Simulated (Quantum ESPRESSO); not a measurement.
Crystal: W.

```xyz
1
Lattice="-1.5823 1.5823 1.5823 1.5823 -1.5823 1.5823 1.5823 1.5823 -1.5823" Properties=species:S:1:pos:R:3 pbc="T T T"
W     0.0000    0.0000    0.0000
```

- Program: Quantum ESPRESSO 7.5
- Task: phonon dispersion
- Functional: LDA
- Potentials or basis: GBRV 1.5 LDA
- Cutoff: 762 eV
- Density cutoff: 6095 eV
- k mesh: 12 × 12 × 12
- Occupations: cold, width 0.2 eV
- Spin: no spin polarisation
- Form of the LDA correlation: PZ81
- Mixing beta: 0.5
- Most SCF iterations: 120
- SCF threshold: 2e-10 Ry
- q mesh: 3 × 3 × 3

The cell and the atoms were relaxed first, to 15.43 Å³/atom (a = 2.716 Å, b = 2.716 Å, c = 2.716 Å, α = 109.47°, β = 109.47°, γ = 109.47°), and the response was taken there.

Problem. Is this structure dynamically stable at this level, and how far does the spectrum reach?

Solution. Yes, as far as this q mesh shows: no mode on the path is imaginary. The highest frequency is 217 cm⁻¹.

Phonon frequencies at the corners of the path (cm⁻¹, interpolated; i marks imaginary ones):
```
point  frequencies
    Γ        0 0 0
    H  185 185 185
    N  146 160 213
    P  197 197 197
```

Harmonic thermodynamics per atom at this volume (zero-point energy 29.9 meV, Debye temperature from the second moment 307 K):
```
 T (K)  free energy (meV)  entropy (k_B)  heat capacity Cv (k_B)
    50               29.6           0.28                    0.74
   100               26.5           1.21                    1.95
   200                8.5           2.85                    2.67
298.15              -20.5           3.96                    2.85
   500             -103.4           5.46                    2.94
   800             -263.9           6.85                    2.98
```

Phonon states per cell in windows of 10 cm⁻¹ (negative: imaginary):
```csv
from (cm⁻¹),total
0,0.00
10,0.00
20,0.00
30,0.01
40,0.01
50,0.02
60,0.03
70,0.04
80,0.05
90,0.06
100,0.08
110,0.10
120,0.13
130,0.18
140,0.26
150,0.38
160,0.38
170,0.26
180,0.17
190,0.16
200,0.52
210,0.15
```

Caveat: the q mesh is small, so phonon branches between its points and thermal values are rough.
